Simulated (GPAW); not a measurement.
**MoS2: single point with PBEsol**

Crystal: MoS2.

```xyz
3
Lattice="1.5800 0.9122 6.1500 -1.5800 0.9122 6.1500 0.0000 -1.8244 6.1500" Properties=species:S:1:pos:R:3 pbc="T T T"
Mo    0.0000    0.0000    0.0000
S     0.0000    0.0000    7.6936
S     0.0000    0.0000    4.6125
```

Measurements of this composition are mostly on another form, of space group No. 194.

* Program: GPAW 26.7.0
* Task: single point
* Functional: PBEsol
* Potentials or basis: PAW data sets generated in the run's folder for this functional
* Cutoff: 600 eV
* Basis: pw
* k mesh: 10 × 10 × 10
* Occupations: gaussian, width 0.02 eV
* Spin: no spin polarisation

- Pressure: 0.2 GPa
- Largest force: 0.257 eV/Å
- Band gap on the k mesh: 0.91 eV, indirect (least direct gap 1.94 eV)

Forces in eV/Å, atoms in the order of the input:
```
Mo   0.000  0.000  0.086
S    0.000  0.000  0.171
S    0.000  0.000 -0.257
```

Stress tensor (GPa, compression positive):
```
-0.78  0.00  0.00
 0.00 -0.78  0.00
 0.00  0.00  2.19
```

Levels at points of the mesh, in eV from the valence-band top:
```csv
k point,band 10,band 11,band 12,band 13,band 14,band 15,band 16,band 17
"(0.00, 0.00, 0.00)",-2.33,-2.33,-1.26,-1.20,2.01,2.01,2.45,2.45
"(0.50, 0.00, 0.00)",-4.05,-2.34,-1.67,-1.52,1.54,1.96,3.41,3.48
"(0.50, 0.50, 0.00)",-3.98,-2.92,-1.85,-1.35,1.49,2.09,2.94,3.90
"(0.50, 0.50, 0.50)",-3.49,-2.30,-2.30,0.00,2.11,2.11,2.31,2.31
```

Run time: 5.7 min on 1 thread of Arm Neoverse V1, with other jobs on the host, peak memory 0.37 GiB.

Caveat: the program warned that so skewed a cell can give wrong results. Expect the measured gap to be larger: semilocal functionals such as PBEsol lack the derivative discontinuity.
